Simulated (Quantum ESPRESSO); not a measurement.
# Hf (P6_3/mmc) in Quantum ESPRESSO: further runs

One crystal, Hf, is run at these levels: LDA, LDA+U; tasks: phonon dispersion, Wannier functions, Hubbard U by linear response.

Everything below comes from runs of Quantum ESPRESSO 7.5. Logs are shortened: lines on timing, memory, paths and dates and some standing lists are left out, and cuts for length are marked.

## (1) The crystal as given

Symmetry: P6_3/mmc, No. 194, hexagonal system. The conventional cell has a = 3.197 Å, b = 3.197 Å, c = 5.058 Å, α = 90.00°, β = 90.00°, γ = 120.00°. Hf (site symmetry -6m2) has 12 Hf at 3.13 to 3.20 Å as nearest neighbours.

## (2) Phonon dispersion, LDA

The input, pw.in:

```
&CONTROL
  calculation = 'scf'
  prefix = 'pwscf'
  outdir = './tmp'
  pseudo_dir = './pseudo'
  tprnfor = .true.
  tstress = .true.
  disk_io = 'low'
/
&SYSTEM
  ibrav = 0
  nat = 2
  ntyp = 1
  ecutwfc = 36
  ecutrho = 216
  nbnd = 19
  occupations = 'smearing'
  smearing = 'mv'
  degauss = 0.01469973
/
&ELECTRONS
  conv_thr = 4d-10
  electron_maxstep = 120
  mixing_beta = 0.5
/
ATOMIC_SPECIES
Hf   178.4900 Hf.LDA_PW-JTH.UPF
CELL_PARAMETERS angstrom
   3.1967000000    0.0000000000    0.0000000000
  -1.5983500000    2.7684234083    0.0000000000
   0.0000000000    0.0000000000    5.0578000000
ATOMIC_POSITIONS crystal
Hf     0.6666666667    0.3333333333    0.7500000000
Hf     0.3333333333    0.6666666667    0.2500000000
K_POINTS automatic
8 8 4 0 0 0
```

The input, relax.in:

```
&CONTROL
  calculation = 'vc-relax'
  prefix = 'pwscf'
  outdir = './tmp'
  pseudo_dir = './pseudo'
  tprnfor = .true.
  tstress = .true.
  disk_io = 'low'
  nstep = 40
  forc_conv_thr = 0.0001
  etot_conv_thr = 1d-06
/
&SYSTEM
  ibrav = 0
  nat = 2
  ntyp = 1
  ecutwfc = 36
  ecutrho = 216
  nbnd = 19
  occupations = 'smearing'
  smearing = 'mv'
  degauss = 0.01469973
/
&ELECTRONS
  conv_thr = 4d-10
  electron_maxstep = 120
  mixing_beta = 0.5
/
&IONS
  ion_dynamics = 'bfgs'
/
&CELL
  cell_dynamics = 'bfgs'
  press = 0
  press_conv_thr = 0.2
/
ATOMIC_SPECIES
Hf   178.4900 Hf.LDA_PW-JTH.UPF
CELL_PARAMETERS angstrom
   3.1967000000    0.0000000000    0.0000000000
  -1.5983500000    2.7684234083    0.0000000000
   0.0000000000    0.0000000000    5.0578000000
ATOMIC_POSITIONS crystal
Hf     0.6666666667    0.3333333333    0.7500000000
Hf     0.3333333333    0.6666666667    0.2500000000
K_POINTS automatic
8 8 4 0 0 0
```

The input, scf2.in:

```
&CONTROL
  calculation = 'scf'
  prefix = 'pwscf'
  outdir = './tmp'
  pseudo_dir = './pseudo'
  tprnfor = .true.
  tstress = .true.
  disk_io = 'low'
/
&SYSTEM
  ibrav = 0
  nat = 2
  ntyp = 1
  ecutwfc = 36
  ecutrho = 216
  nbnd = 19
  occupations = 'smearing'
  smearing = 'mv'
  degauss = 0.01469973
/
&ELECTRONS
  conv_thr = 1d-13
  electron_maxstep = 120
  mixing_beta = 0.5
  startingpot = 'file'
  startingwfc = 'file'
/
ATOMIC_SPECIES
Hf   178.4900 Hf.LDA_PW-JTH.UPF
CELL_PARAMETERS angstrom
   3.1220160727    0.0000000000    0.0000000000
  -1.5610080363    2.7037452300    0.0000000000
   0.0000000000    0.0000000000    4.9324534487
ATOMIC_POSITIONS crystal
Hf     0.6666666667    0.3333333333    0.7500000000
Hf     0.3333333333    0.6666666667    0.2500000000
K_POINTS automatic
8 8 4 0 0 0
```

The input, ph.in:

```
phonon_bands of Hf
&INPUTPH
  prefix = 'pwscf'
  outdir = './tmp'
  tr2_ph = 1d-16
  fildyn = 'dyn'
  niter_ph = 60
  alpha_mix(1) = 0.4
  ldisp = .true.
  nq1 = 2
  nq2 = 2
  nq3 = 2
/
```

The input, q2r.in:

```
&INPUT
  fildyn = 'dyn'
  zasr = 'crystal'
  flfrc = 'fc'
/
```

The input, matdyn.in:

```
&INPUT
  asr = 'crystal'
  flfrc = 'fc'
  flfrq = 'freq'
  q_in_cryst_coord = .true.
  flvec = ' '
/
80
 0.0000000000  0.0000000000  0.0000000000
 0.0500000000  0.0000000000  0.0000000000
 0.1000000000  0.0000000000  0.0000000000
 0.1500000000  0.0000000000  0.0000000000
 0.2000000000  0.0000000000  0.0000000000
 0.2500000000  0.0000000000  0.0000000000
 0.3000000000  0.0000000000  0.0000000000
 0.3500000000  0.0000000000  0.0000000000
 0.4000000000  0.0000000000  0.0000000000
 0.4500000000  0.0000000000  0.0000000000
 0.5000000000  0.0000000000  0.0000000000
 0.4722222222  0.0555555556  0.0000000000
 0.4444444444  0.1111111111  0.0000000000
 0.4166666667  0.1666666667  0.0000000000
 0.3888888889  0.2222222222  0.0000000000
 0.3611111111  0.2777777778  0.0000000000
 0.3333333333  0.3333333333  0.0000000000
 0.3055555556  0.3055555556  0.0000000000
 0.2777777778  0.2777777778  0.0000000000
 0.2500000000  0.2500000000  0.0000000000
 0.2222222222  0.2222222222  0.0000000000
 0.1944444444  0.1944444444  0.0000000000
 0.1666666667  0.1666666667  0.0000000000
 0.1388888889  0.1388888889  0.0000000000
 0.1111111111  0.1111111111  0.0000000000
 0.0833333333  0.0833333333  0.0000000000
 0.0555555556  0.0555555556  0.0000000000
 0.0277777778  0.0277777778  0.0000000000
 0.0000000000  0.0000000000  0.0000000000
 0.0000000000  0.0000000000  0.0833333333
 0.0000000000  0.0000000000  0.1666666667
 0.0000000000  0.0000000000  0.2500000000
 0.0000000000  0.0000000000  0.3333333333
 0.0000000000  0.0000000000  0.4166666667
 0.0000000000  0.0000000000  0.5000000000
 0.0454545455  0.0000000000  0.5000000000
 0.0909090909  0.0000000000  0.5000000000
 0.1363636364  0.0000000000  0.5000000000
 0.1818181818  0.0000000000  0.5000000000
 0.2272727273  0.0000000000  0.5000000000
 0.2727272727  0.0000000000  0.5000000000
 0.3181818182  0.0000000000  0.5000000000
 0.3636363636  0.0000000000  0.5000000000
 0.4090909091  0.0000000000  0.5000000000
 0.4545454545  0.0000000000  0.5000000000
 0.5000000000  0.0000000000  0.5000000000
 0.4722222222  0.0555555556  0.5000000000
 0.4444444444  0.1111111111  0.5000000000
 0.4166666667  0.1666666667  0.5000000000
 0.3888888889  0.2222222222  0.5000000000
 0.3611111111  0.2777777778  0.5000000000
 0.3333333333  0.3333333333  0.5000000000
 0.3095238095  0.3095238095  0.5000000000
 0.2857142857  0.2857142857  0.5000000000
 0.2619047619  0.2619047619  0.5000000000
 0.2380952381  0.2380952381  0.5000000000
 0.2142857143  0.2142857143  0.5000000000
 0.1904761905  0.1904761905  0.5000000000
 0.1666666667  0.1666666667  0.5000000000
 0.1428571429  0.1428571429  0.5000000000
 0.1190476190  0.1190476190  0.5000000000
 0.0952380952  0.0952380952  0.5000000000
 0.0714285714  0.0714285714  0.5000000000
 0.0476190476  0.0476190476  0.5000000000
 0.0238095238  0.0238095238  0.5000000000
 0.0000000000  0.0000000000  0.5000000000
 0.5000000000  0.0000000000  0.5000000000
 0.5000000000  0.0000000000  0.4166666667
 0.5000000000  0.0000000000  0.3333333333
 0.5000000000  0.0000000000  0.2500000000
 0.5000000000  0.0000000000  0.1666666667
 0.5000000000  0.0000000000  0.0833333333
 0.5000000000  0.0000000000  0.0000000000
 0.3333333333  0.3333333333  0.0000000000
 0.3333333333  0.3333333333  0.0833333333
 0.3333333333  0.3333333333  0.1666666667
 0.3333333333  0.3333333333  0.2500000000
 0.3333333333  0.3333333333  0.3333333333
 0.3333333333  0.3333333333  0.4166666667
 0.3333333333  0.3333333333  0.5000000000
```

The input, matdyn_dos.in:

```
&INPUT
  asr = 'crystal'
  flfrc = 'fc'
  dos = .true.
  fldos = 'phdos'
  nk1 = 12
  nk2 = 12
  nk3 = 8
  deltaE = 1
  flvec = ' '
  flfrq = ' '
/
```

Potentials or basis: JTH 2.0 LDA.

Run with:

```
$ OMP_NUM_THREADS=1 pw.x -in pw.in > pw.out
$ OMP_NUM_THREADS=1 pw.x -in relax.in > relax.out
$ OMP_NUM_THREADS=1 pw.x -in scf2.in > scf2.out
$ OMP_NUM_THREADS=1 ph.x -in ph.in > ph.out
$ OMP_NUM_THREADS=1 q2r.x -in q2r.in > q2r.out
$ OMP_NUM_THREADS=1 matdyn.x -in matdyn.in > matdyn.out
$ OMP_NUM_THREADS=1 matdyn.x -in matdyn_dos.in > matdyn_dos.out
```

pw.out:

```text
This program is part of the open-source Quantum ESPRESSO suite
     for quantum simulation of materials; please cite
         "P. Giannozzi et al., J. Phys.:Condens. Matter 21 395502 (2009);
         "P. Giannozzi et al., J. Phys.:Condens. Matter 29 465901 (2017);
         "P. Giannozzi et al., J. Chem. Phys. 152 154105 (2020);
     in publications or presentations arising from this work. More details at

     file Hf.LDA_PW-JTH.UPF: wavefunction(s)  5S 5P 6P 5D 0D renormalized
     Message from routine setup:
     using ibrav=0 with symmetry is DISCOURAGED, use correct ibrav instead

     G-vector sticks info
     --------------------
     sticks:   dense  smooth     PW     G-vecs:    dense   smooth      PW
     Sum         547     361    121                16251     8869    1581

     Using Slab Decomposition

     bravais-lattice index     =            0
     lattice parameter (alat)  =       6.0409  a.u.
     unit-cell volume          =     302.0596 (a.u.)^3
     number of atoms/cell      =            2
     number of atomic types    =            1
     number of electrons       =        24.00
     number of Kohn-Sham states=           19
     kinetic-energy cutoff     =      36.0000  Ry
     charge density cutoff     =     216.0000  Ry
     scf convergence threshold =      4.0E-10
     mixing beta               =       0.5000
     number of iterations used =            8  plain     mixing
     Exchange-correlation= SLA PW NOGX NOGC
                           (   1   4   0   0   0   0   0)

     celldm(1)=   6.040888  celldm(2)=   0.000000  celldm(3)=   0.000000
     celldm(4)=   0.000000  celldm(5)=   0.000000  celldm(6)=   0.000000

     crystal axes: (cart. coord. in units of alat)
               a(1) = (   1.000000   0.000000   0.000000 )
               a(2) = (  -0.500000   0.866025   0.000000 )
               a(3) = (   0.000000   0.000000   1.582194 )

     reciprocal axes: (cart. coord. in units 2 pi/alat)
               b(1) = (  1.000000  0.577350 -0.000000 )
               b(2) = (  0.000000  1.154701  0.000000 )
               b(3) = (  0.000000 -0.000000  0.632034 )

     PseudoPot. # 1 for Hf read from file:
     Hf.LDA_PW-JTH.UPF
     Pseudo is Projector augmented-wave + core cor, Zval = 12.0
     Generated using ATOMPAW code
     Shape of augmentation charge: SINC**2
     Using radial grid of 1119 points,  6 beta functions with:
                l(1) =   0
                l(2) =   0
                l(3) =   1
                l(4) =   1
                l(5) =   2
                l(6) =   2
     Q(r) pseudized with 0 coefficients

     atomic species   valence    mass     pseudopotential
     Hf               12.00   178.49000     Hf( 1.00)

     24 Sym. Ops., with inversion, found (12 have fractional translation)

   Cartesian axes

     site n.     atom                  positions (alat units)
         1        Hf     tau(   1) = (   0.5000000   0.2886751   1.1866456  )
         2        Hf     tau(   2) = (  -0.0000000   0.5773503   0.3955485  )

     number of k points=    30  Marzari-Vanderbilt smearing, width (Ry)=  0.0147
                       cart. coord. in units 2pi/alat
        k(    1) = (   0.0000000   0.0000000   0.0000000), wk =   0.0078125
        k(    2) = (   0.0000000   0.0000000   0.1580084), wk =   0.0156250
        k(    3) = (   0.0000000   0.0000000  -0.3160168), wk =   0.0078125
        k(    4) = (   0.0000000   0.1443376   0.0000000), wk =   0.0468750
        k(    5) = (   0.0000000   0.1443376   0.1580084), wk =   0.0937500
        k(    6) = (   0.0000000   0.1443376  -0.3160168), wk =   0.0468750
[... 22 lines left out ...]
        k(   29) = (   0.2500000   0.5773503   0.1580084), wk =   0.0937500
        k(   30) = (   0.2500000   0.5773503  -0.3160168), wk =   0.0468750

     Dense  grid:    16251 G-vectors     FFT dimensions: (  30,  30,  48)

     Smooth grid:     8869 G-vectors     FFT dimensions: (  24,  24,  40)

     Check: negative core charge=   -0.000003

     Initial potential from superposition of free atoms

     starting charge      23.9969, renormalised to      24.0000
     Starting wfcs are   36 randomized atomic wfcs

     Self-consistent Calculation

     iteration #  1     ecut=    36.00 Ry     beta= 0.50
     Davidson diagonalization with overlap
     ethr =  1.00E-02,  avg # of iterations =  1.9

     Threshold (ethr) on eigenvalues was too large:
     Diagonalizing with lowered threshold

     Davidson diagonalization with overlap
     ethr =  1.51E-04,  avg # of iterations =  1.9

     total energy              =   -1356.44525873 Ry
     estimated scf accuracy    <       0.03741456 Ry

     iteration #  2     ecut=    36.00 Ry     beta= 0.50
     Davidson diagonalization with overlap
     ethr =  1.56E-04,  avg # of iterations =  1.5
[... 36 lines left out ...]
     total energy              =   -1356.44589747 Ry
     estimated scf accuracy    <       0.00000002 Ry

     iteration #  8     ecut=    36.00 Ry     beta= 0.50
     Davidson diagonalization with overlap
     ethr =  8.84E-11,  avg # of iterations =  2.1

     End of self-consistent calculation

          k = 0.0000 0.0000 0.0000 (  1087 PWs)   bands (ev):

   -47.1473 -47.0758 -16.2701 -15.5206 -15.5206 -15.3940 -15.3911 -15.3911
     7.4101  11.0506  15.5089  15.8891  15.8891  16.1653  16.7013  16.7013
    17.3204  17.3204  20.0267

          k = 0.0000 0.0000 0.1580 (  1092 PWs)   bands (ev):

   -47.1369 -47.0863 -16.1491 -15.5304 -15.5018 -15.5018 -15.4102 -15.4102
     7.9723  10.7027  14.8991  15.6874  15.6874  15.7117  16.3047  16.3047
    18.1199  18.1199  20.1339
[... 55 lines left out ...]
          k = 0.0000 0.4330-0.3160 (  1104 PWs)   bands (ev):

   -47.0808 -47.0808 -16.0997 -16.0997 -15.6073 -15.6073 -15.5713 -15.5713
    11.2747  11.2747  13.8497  13.8497  15.5550  15.5550  17.2969  17.2969
    20.1443  20.1680  20.1680

          k = 0.0000-0.5774 0.0000 (  1100 PWs)   bands (ev):

   -47.0873 -47.0638 -16.0946 -15.9471 -15.9006 -15.6977 -15.6169 -15.4815
    11.4130  12.0145  12.5371  14.0259  15.4904  15.6212  16.4111  20.5782
    21.0896  21.1453  21.8867

          k = 0.0000-0.5774 0.1580 (  1094 PWs)   bands (ev):

   -47.0839 -47.0672 -16.1676 -16.0472 -15.7611 -15.6666 -15.5763 -15.5137
    11.1279  11.9576  13.4190  13.4624  15.9527  15.9703  16.2082  19.4171
    20.7077  21.0263  21.2957

          k = 0.0000-0.5774-0.3160 (  1132 PWs)   bands (ev):

   -47.0756 -47.0756 -16.1664 -16.1664 -15.6063 -15.6063 -15.5908 -15.5908
    11.3529  11.3529  13.7668  13.7668  16.0053  16.0053  17.3509  17.3509
    20.8123  20.8659  20.8666

          k = 0.1250 0.2165 0.0000 (  1090 PWs)   bands (ev):

   -47.1261 -47.0685 -16.1555 -15.7211 -15.6753 -15.5526 -15.4508 -15.4430
     8.7380  12.2717  14.0878  14.2688  15.6674  16.0143  16.7359  17.2610
    17.2634  18.1085  20.5601
[... 79 lines left out ...]
          k = 0.2500 0.5774-0.3160 (  1098 PWs)   bands (ev):

   -47.0718 -47.0718 -16.0842 -16.0842 -15.8146 -15.8146 -15.5332 -15.5332
    12.4882  12.4882  13.8085  13.8085  14.5523  14.5523  17.2229  17.2229
    19.9777  19.9777  22.7513

     the Fermi energy is    14.7919 ev

!    total energy              =   -1356.44589747 Ry
     total all-electron energy =     -1356.445897 Ry
     estimated scf accuracy    <          8.7E-12 Ry
     smearing contrib. (-TS)   =       0.00013127 Ry
     internal energy E=F+TS    =   -1356.44602874 Ry

     The total energy is F=E-TS. E is the sum of the following terms:
     one-electron contribution =     -33.90668120 Ry
     hartree contribution      =      25.14178371 Ry
     xc contribution           =     -52.84750466 Ry
     ewald contribution        =    -156.16936644 Ry
     one-center paw contrib.   =   -1138.66426014 Ry

     convergence has been achieved in   8 iterations

     Forces acting on atoms (cartesian axes, Ry/au):

     atom    1 type  1   force =     0.00000000    0.00000000    0.00000000
     atom    2 type  1   force =     0.00000000    0.00000000    0.00000000

     Total force =     0.000000     Total SCF correction =     0.000000

     Computing stress (Cartesian axis) and pressure

          total   stress  (Ry/bohr**3)                   (kbar)     P=      -80.06
  -0.00053070   0.00000000  -0.00000000          -78.07        0.00       -0.00
   0.00000000  -0.00053070   0.00000000            0.00      -78.07        0.00
   0.00000000  -0.00000000  -0.00057139            0.00       -0.00      -84.05

=------------------------------------------------------------------------------=
   JOB DONE.
=------------------------------------------------------------------------------=
```

It took 17 min on 1 thread of Arm Neoverse V2, shared host; peak memory 0.09 GiB.

Results:

```
Free energy                            : -18455.4677 eV
Relaxed volume                         : 20.82 Å³/atom
Relaxed cell                           : a = 3.122 Å, b = 3.122 Å, c = 4.932 Å, α = 90.00°, β = 90.00°, γ = 120.00°
Space group after relaxing (to 0.05 Å) : P6_3/mmc (No. 194)
Pressure after relaxing                : 0.0 GPa
Band gap on the k mesh                 : none (metal or under the smearing width)
Highest phonon frequency               : 160 cm⁻¹
Zero-point energy                      : 0.020 eV/atom
```

The path:
| step | energy change (eV) | largest force (eV/Å) | pressure (GPa) | volume (Å³) |
| --- | --- | --- | --- | --- |
| 1 | 0.0000 | 0.0000 | -8.01 | 44.76 |
| 2 | -0.0668 | 0.0000 | -3.71 | 42.96 |
| 3 | -0.0823 | 0.0000 | 0.38 | 41.51 |
| 4 | -0.0825 | 0.0000 | -0.01 | 41.64 |
| 5 | -0.0825 | 0.0000 | 0.00 | 41.64 |
| 6 | -0.0825 | 0.0000 | 0.01 | 41.64 |

Final structure:
```
CELL_PARAMETERS angstrom
3.12202 0.00000 0.00000
-1.56101 2.70375 0.00000
0.00000 0.00000 4.93245
ATOMIC_POSITIONS crystal
Hf 0.66667 0.33333 0.75000
Hf 0.33333 0.66667 0.25000
```

Levels at points of the mesh, in eV from the Fermi level:
| k point | band 8 | band 9 | band 10 | band 11 | band 12 | band 13 | band 14 | band 15 | band 16 | band 17 |
| --- | --- | --- | --- | --- | --- | --- | --- | --- | --- | --- |
| (0.00, 0.00, 0.00) | -29.95 | -7.65 | -4.00 | 0.98 | 1.07 | 1.07 | 1.40 | 1.97 | 1.97 | 2.64 |
| (0.00, 0.00, -0.50) | -30.05 | -5.54 | -5.54 | 0.07 | 0.07 | 0.95 | 0.95 | 0.95 | 0.95 | 5.03 |
| (0.00, -0.50, 0.00) | -30.08 | -3.53 | -3.09 | -2.52 | -0.67 | 0.64 | 0.91 | 1.74 | 6.24 | 6.81 |
| (0.00, -0.50, -0.50) | -30.22 | -3.71 | -3.71 | -1.19 | -1.19 | 1.45 | 1.45 | 2.69 | 2.69 | 6.49 |

Phonon frequencies in cm⁻¹ (negative: imaginary):
```
              q point              frequencies
(0.000, 0.000, 0.000)          0 0 0 70 70 138
(0.350, 0.000, 0.000)    55 62 115 118 134 134
(0.389, 0.222, 0.000)    92 94 120 128 129 144
(0.194, 0.194, 0.000)    63 71 101 125 128 133
(0.000, 0.000, 0.000)          0 0 0 70 70 138
(0.045, 0.000, 0.500)      51 51 51 51 116 116
(0.364, 0.000, 0.500)      93 93 99 99 151 151
(0.389, 0.222, 0.500)    97 97 119 119 158 158
(0.214, 0.214, 0.500)    91 91 107 107 150 150
(0.048, 0.048, 0.500)      54 54 56 56 118 118
(0.500, 0.000, 0.167)    69 83 121 124 139 150
(0.333, 0.333, 0.333)  100 100 113 134 151 151
```

Phonon frequencies at the corners of the path (cm⁻¹, interpolated; i marks imaginary ones):
```csv
point,frequencies
Γ,0 0 0 70 70 138
M,63 73 124 131 136 142
K,105 107 107 127 127 145
A,49 49 49 49 115 115
L,100 100 105 105 158 158
H,98 98 123 123 158 158
```

Phonon states per cell in windows of 10 cm⁻¹ (negative: imaginary):
```csv
from (cm⁻¹),total
0,0.00
10,0.01
20,0.04
30,0.07
40,0.13
50,0.21
60,0.34
70,0.49
80,0.59
90,0.70
100,0.56
110,0.69
120,0.56
130,0.59
140,0.60
150,0.42
```

Harmonic thermodynamics per atom at this volume (zero-point energy 19.6 meV, Debye temperature from the second moment 204 K):
| T (K) | free energy (meV) | entropy (k_B) | heat capacity Cv (k_B) |
| --- | --- | --- | --- |
| 50 | 18.6 | 0.79 | 1.50 |
| 100 | 12.1 | 2.20 | 2.46 |
| 200 | -15.6 | 4.06 | 2.85 |
| 298.15 | -55.2 | 5.22 | 2.93 |
| 500 | -160.3 | 6.75 | 2.98 |
| 800 | -354.2 | 8.15 | 2.99 |

Caveat: the mesh is thin for the phonons of a metal; the cutoff is low for these files, which shifts pressure and relaxed volume; the q mesh is small, so phonon branches between its points and thermal values are rough.

[end of part 1 of 2]
